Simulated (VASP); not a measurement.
# BP (Pm-3m) in VASP: notebook, part 2 of 2

VASP 6.6.1.

## 3. Single point, HSE06

POSCAR reads:

```
BP
1.0
    2.7080526438      0.0000000000      0.0000000000
    0.0000000000      2.7080526438      0.0000000000
    0.0000000000      0.0000000000      2.7080526438
B P
1 1
Direct
    0.0000000000      0.0000000000      0.0000000000
    0.5000000000      0.5000000000      0.5000000000
```

INCAR.step1 reads:

```
SYSTEM = BP
PREC = Accurate ; ENCUT = 520
EDIFF = 1E-5 ; ISMEAR = -1
SIGMA = 0.02 ; LREAL = .False.
LASPH = .True. ; NELM = 100
ALGO = Normal ; ISIF = 2
LWAVE = .True. ; LCHARG = .False.
NBANDS = 11 ; GGA = PE
```

INCAR.step2 reads:

```
SYSTEM = BP
PREC = Accurate ; ENCUT = 520
EDIFF = 1E-6 ; ISMEAR = -1
SIGMA = 0.02 ; LREAL = .False.
LASPH = .True. ; NELM = 100
ALGO = Normal ; ISIF = 2
LWAVE = .False. ; LCHARG = .False.
GGA = PE ; LHFCALC = .True.
HFSCREEN = 0.2079 ; PRECFOCK = Normal
NBANDS = 11 ; ISTART = 1
```

KPOINTS reads:

```
Automatic mesh
0
Gamma
  4 4 4
  0 0 0
```

Potentials or basis: VASP PAW PBE potentials, release 64 (B, P).

Run with:

```sh
$ cat potpaw_PBE.64/B/POTCAR potpaw_PBE.64/P/POTCAR > POTCAR
$ cp INCAR.step1 INCAR
$ mpirun -np 1 vasp_std > vasp.out
$ cp INCAR.step2 INCAR
$ mpirun -np 1 vasp_std > vasp.out
```

Wall time 29 s (1 thread of Intel Xeon 6975P-C (Granite Rapids), shared host); peak memory 0.21 GiB.

It converged, with:

```
Free energy            : -10.9740 eV
Pressure               : -6.1 GPa
Band gap on the k mesh : none (metal or under the smearing width)
```

Levels at points of the mesh, in eV from the Fermi level:
| k point | band 1 | band 2 | band 3 | band 4 | band 5 | band 6 | band 7 | band 8 | band 9 |
| --- | --- | --- | --- | --- | --- | --- | --- | --- | --- |
| (0.00, 0.00, 0.00) | -19.53 | -1.26 | -1.26 | -1.26 | 2.60 | 4.72 | 4.72 | 12.26 | 12.26 |
| (0.50, 0.00, 0.00) | -15.42 | -13.21 | 3.41 | 3.41 | 3.78 | 3.78 | 5.86 | 6.97 | 8.00 |
| (0.50, 0.50, 0.00) | -10.80 | -9.37 | -9.37 | -7.19 | 6.04 | 6.20 | 9.46 | 9.46 | 12.51 |
| (0.50, 0.50, 0.50) | -6.53 | -4.44 | -4.44 | -4.44 | -3.55 | -3.55 | -3.55 | -2.01 | 22.64 |

Caveat: the k mesh is coarse (spacing up to 0.58 Å⁻¹), so the values aren't converged, least of all with exact exchange; the PAW data sets were made with another functional, which shifts forces and pressure a little.

## 4. Single point, r2SCAN

POSCAR is that of step 3.

INCAR.step1 reads:

```
SYSTEM = BP
  ALGO = Normal
  EDIFF = 1E-4
  ENCUT = 520
  GGA = PE
  ISMEAR = 0
  LASPH = .True.
  LCHARG = .False.
  LREAL = .False.
  LWAVE = .True.
  NBANDS = 11
  NELM = 60
  PREC = Accurate
  SIGMA = 0.01
```

INCAR.step2 reads:

```
SYSTEM = BP
  ALGO = Normal
  EDIFF = 1E-6
  ENCUT = 520
  ISIF = 2
  ISMEAR = 0
  ISTART = 1
  LASPH = .True.
  LCHARG = .False.
  LMIXTAU = .True.
  LREAL = .False.
  LWAVE = .False.
  METAGGA = R2SCAN
  NBANDS = 11
  NELM = 60
  PREC = Accurate
  SIGMA = 0.01
```

KPOINTS reads:

```
k-points
0
Gamma
  6 6 6
  0 0 0
```

Potentials or basis: VASP PAW PBE potentials, release 64 (B, P).

Run with:

```sh
$ cat potpaw_PBE.64/B/POTCAR potpaw_PBE.64/P/POTCAR > POTCAR
$ cp INCAR.step1 INCAR
$ mpirun -np 1 vasp_std > vasp.out
$ cp INCAR.step2 INCAR
$ mpirun -np 1 vasp_std > vasp.out
```

OUTCAR:

```text
SYSTEM = BP
   EDIFF = 1E-6
   ENCUT = 520
   ISIF = 2
   ISMEAR = 0
   ISTART = 1
   LASPH = .True.
   LREAL = .False.
   METAGGA = R2SCAN
   NELM = 60
   PREC = Accurate

 ion  position               nearest neighbor table
   1  0.000  0.000  0.000-   2 2.35   2 2.35   2 2.35   2 2.35   2 2.35   2 2.35   2 2.35   2 2.35

   2  0.500  0.500  0.500-   1 2.35   1 2.35   1 2.35   1 2.35   1 2.35   1 2.35   1 2.35   1 2.35

  LATTYP: Found a simple cubic cell.
 ALAT       =     2.7080526438

[... 464 lines left out ...]

  FORCE on cell =-STRESS in cart. coord.  units (eV):
  Direction    XX          YY          ZZ          XY          YZ          ZX
  --------------------------------------------------------------------------------------
  -------------------------------------------------------------------------------------
  Total        0.4782681      0.4782681      0.4782681     -0.0000000      0.0000000     -0.0000000
  in kB       38.5843071     38.5843071     38.5843071     -0.0000000      0.0000000     -0.0000000
  external PRESSURE =      38.5843071 kB  Pullay stress =       0.0000000 kB

 VOLUME and BASIS-vectors are now :
 -----------------------------------------------------------------------------
  energy-cutoff  :      520.00
  volume of cell :       19.86
      direct lattice vectors                 reciprocal lattice vectors
     2.708052644  0.000000000  0.000000000     0.369269040  0.000000000  0.000000000
     0.000000000  2.708052644  0.000000000     0.000000000  0.369269040  0.000000000
     0.000000000  0.000000000  2.708052644     0.000000000  0.000000000  0.369269040

 POSITION                                       TOTAL-FORCE (eV/Angst)
 -----------------------------------------------------------------------------------
      0.00000      0.00000      0.00000         0.000000      0.000000      0.000000
      1.35403      1.35403      1.35403         0.000000      0.000000      0.000000
 -----------------------------------------------------------------------------------
    total drift:                                0.000000      0.000000      0.000000

  FREE ENERGIE OF THE ION-ELECTRON SYSTEM (eV)
  ---------------------------------------------------
  free  energy   TOTEN  =       -13.0099868948 eV

  energy  without entropy=      -13.0094165591  energy(sigma->0) =      -13.00970173
```

OSZICAR.step1:

```text
N       E                     dE             d eps       ncg     rms          rms(c)
DAV:   1     0.102027934373E+02    0.10203E+02   -0.41060E+03   440   0.681E+02
DAV:   2    -0.867514846369E+01   -0.18878E+02   -0.17874E+02   572   0.106E+02
DAV:   3    -0.928017692932E+01   -0.60503E+00   -0.59207E+00   556   0.153E+01
DAV:   4    -0.928195421506E+01   -0.17773E-02   -0.17770E-02   509   0.929E-01
DAV:   5    -0.928195878829E+01   -0.45732E-05   -0.45738E-05   524   0.501E-02    0.613E+00
DAV:   6    -0.921434067372E+01    0.67618E-01   -0.19983E-01   479   0.173E+00    0.351E+00
DAV:   7    -0.921226667602E+01    0.20740E-02   -0.37854E-02   506   0.912E-01    0.115E+00
DAV:   8    -0.924549705475E+01   -0.33230E-01   -0.19804E-01   479   0.177E+00    0.819E-01
DAV:   9    -0.921103266006E+01    0.34464E-01   -0.12092E-01   470   0.139E+00    0.129E-01
DAV:  10    -0.921051429569E+01    0.51836E-03   -0.48525E-03   517   0.366E-01    0.573E-02
DAV:  11    -0.921259256329E+01   -0.20783E-02   -0.32847E-03   487   0.232E-01    0.330E-01
DAV:  12    -0.921089855912E+01    0.16940E-02   -0.82763E-03   476   0.368E-01    0.909E-02
DAV:  13    -0.921086043743E+01    0.38122E-04   -0.20518E-04   410   0.953E-02
   1 F= -.92108604E+01 E0= -.92107176E+01  d E =-.285672E-03
```

Wall time 18 s (1 thread of Intel Xeon 6975P-C (Granite Rapids), shared host); peak memory 0.11 GiB.

Results:

| Item | Value |
| --- | --- |
| Free energy | -13.0100 eV |
| Pressure | 3.9 GPa |
| Band gap on the k mesh | none (metal or under the smearing width) |

Caveat: the k mesh is coarse (spacing up to 0.39 Å⁻¹), so the values aren't converged; the PAW data sets were made with another functional, which shifts forces and pressure a little.

## 5. Summary

```tsv
level	k mesh	smearing	exchange at q = 0	grid for exact exchange (PRECFOCK)	screening parameter	gap on the mesh (eV)	pressure (GPa)
r2SCAN	6 × 6 × 6	fermi-dirac 0.02 eV	-	-	-	none	3.8
HSE06	4 × 4 × 4	fermi-dirac 0.02 eV	truncated	Normal	0.2079 1/A	none	-6.1
r2SCAN	6 × 6 × 6	gaussian 0.01 eV	-	-	-	none	3.9
```

Alike in all rows: task single point; potentials or basis VASP PAW PBE potentials, release 64 (B, P); no spin polarisation; cell as given; cutoff (eV) 520; the mesh is coarse, so values aren't converged.

Caveats: all runs use coarse meshes; the PAW data sets were made with another functional, which shifts forces and pressure a little.

Total energies depend on the potentials used, so only differences within one code and one set of settings carry meaning.
